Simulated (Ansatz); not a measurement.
# HfAl3N4: the cost of one run

Method: DFT PBE, scalar-relativistic, plane waves, PAW, in Ansatz 0.2.0.

1 further run of the same task is left out (it didn't finish).

### 1 The system as given

It takes space group P-4m2 (No. 115, tetragonal). Conventional cell: a = 3.364 Å, b = 3.364 Å, c = 9.514 Å, α = 90.00°, β = 90.00°, γ = 90.00°. Hf (site symmetry -4m2) is surrounded by 4 N at 2.06 Å. Around Al (site symmetry -4m2) lie 4 N at 2.06 Å. Al (site symmetry 2mm) has 4 N at 2.06 Å as nearest neighbours. N (site symmetry 2mm) has 4 Al at 2.06 Å as nearest neighbours. N (site symmetry 2mm) is surrounded by 2 Hf at 2.06 Å and 2 Al at 2.06 Å.

Coordinates:

```
Hf Al N
1.0
     3.36361    0.00000    0.00000
     0.00000    3.36361    0.00000
     0.00000    0.00000    9.51373
Hf Al N
1 3 4
Direct
  0.00000 0.00000 0.50000
  0.00000 0.00000 0.00000
  0.50000 0.50000 0.25000
  0.50000 0.50000 0.75000
  0.50000 0.00000 0.12500
  0.00000 0.50000 0.37500
  0.50000 0.00000 0.62500
  0.00000 0.50000 0.87500
```

The start is an ordering of an alloy on its end members' structure types: elements ordered on the sites of the AlN type, Hf/Al on Al (P-4m2, No. 115).

### 2 The guess as it stands, on a coarse mesh

The input, input.yaml:

```yaml
crystal:
  lattice:
    - [3.36361187, 0.0, 0.0]
    - [0.0, 3.36361187, 0.0]
    - [0.0, 0.0, 9.51373105]
  atoms:
    - { symbol: Hf, position: [0.0, 0.0, 0.5] }
    - { symbol: Al, position: [0.0, 0.0, 0.0] }
    - { symbol: Al, position: [0.5, 0.5, 0.25] }
    - { symbol: Al, position: [0.5, 0.5, 0.75] }
    - { symbol: "N", position: [0.5, 0.0, 0.125] }
    - { symbol: "N", position: [0.0, 0.5, 0.375] }
    - { symbol: "N", position: [0.5, 0.0, 0.625] }
    - { symbol: "N", position: [0.0, 0.5, 0.875] }
basis:
  ecutwfc: 420
kpoints:
  mp_grid: { grid: [6, 6, 2] }
hamiltonian:
  xc: pbe
scf:
  occupations: { method: gaussian, width: 0.1 }
  lower_state_search: "off"
output:
  forces: true
  stress: true
  eigenvalues: true
```

The run is started by

```console
$ ansatz run input.yaml --threads 1 --pin off --max-ram 2560MiB --backend cpu --events-out ev --progress --plain --runs-dir out
```

What time and memory should one allow on 1 thread of Intel Xeon Platinum 8259CL at 2.50GHz (Skylake/Cascade Lake), shared host?

About 7.8 s, with a peak of 0.41 GiB.
